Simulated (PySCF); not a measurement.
Crystal: CdTe.

```
Te Cd
1.0
     0.00000    3.20500    3.20500
     3.20500    0.00000    3.20500
     3.20500    3.20500    0.00000
Te Cd
1 1
Direct
  0.75000 0.75000 0.75000
  0.00000 0.00000 0.00000
```

Base run:

- Program: PySCF 2.14.0
- Functional: PBEsol
- Potentials or basis: DZVP-MOLOPT-SR/GTH-PBE (potentials made for PBE)
- k mesh: 7 × 7 × 7
- Occupations: fermi-dirac, width 0.05 eV
- Spin: no spin polarisation

Its results: band gap on the k mesh 0.82 eV, direct.

Question: The run is repeated on the same cell with these changes: functional from PBEsol to PBE. What comes out?

Answer: Band gap on the k mesh 0.98 eV, direct.

Caveats: spin-orbit coupling is left out, which moves the levels of the heavy elements; an odd mesh through Γ misses points on the zone boundary, where band edges often lie; the basis of atomic orbitals isn't converged, which shifts pressures, moduli and gaps.

Not every run made on this cell is shown here.
